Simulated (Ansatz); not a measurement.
## CdS: pressure as volume per atom varies

Density functional stress and forces at fixed atoms, pressure and stress positive in compression, spin-unpolarised plane waves. The results are calculated, by Ansatz 0.2.0.

Cell of the first row (space group F-43m, No. 216):
```
CdS
1.0
      0.0000     2.8510     2.8510
      2.8510     0.0000     2.8510
      2.8510     2.8510     0.0000
Cd S
1 1
Direct
  0.00000 0.00000 0.00000
  0.25000 0.25000 0.25000
```

Settings of every row: periodic directions 3; functional r2SCAN; spin orbit yes; potentials PAW; wave cutoff 500 eV; k mesh 8x8x8; smearing width 0.02 eV.

| row | volume per atom (Å³) | pressure (GPa) |
| --- | --- | --- |
| 1 | 23.174 | 6.69 |
| 2 | 23.899 | 4.11 |
| 3 | 24.638 | 1.87 |
| 4 | 25.392 | ? |
| 5 | 26.161 | -1.76 |
| 6 | 26.946 | -3.21 |
| 7 | 27.746 | -4.46 |
| 8 | 28.562 | -5.52 |

Question: what pressure should row 4 give?

Worked fit of pressure. Take u = (V_r/V)^(2/3) − 1 with V_r = 26.161 Å³ an atom, which is twice the finite (Eulerian) strain; such expansions in the strain, on which the Birch-Murnaghan equation of state is built, carry the rest volume and the bulk modulus. The shown rows have u = 0.08418, 0.06214, 0.0408, 0, -0.01952, -0.03846, -0.05686. Least squares give pressure = −1.76 + 78.94 × u + 236.9 × u² + 210 × u³ GPa; a parabola predicts inner rows, each left out in turn, worse (root mean square 0.021 against 0.0025 GPa). All shown rows lie on it to the printed digit. The pressure vanishes at u = 0.0210, or V = 25.36 Å³ an atom, and there the bulk modulus with atoms relaxed is B = −V dP/dV = (2/3)(1 + u) dP/du = 60.7 GPa. The withheld row has u = 0.02009, so the fit gives −1.76 + 78.94 × (0.02009) + 236.9 × (0.02009)² + 210 × (0.02009)³ = -0.08 GPa.

The calculation gave -0.07 GPa. The fit lies 0.01 GPa (0.082 % of the column's range) below it, one unit of the last digit.
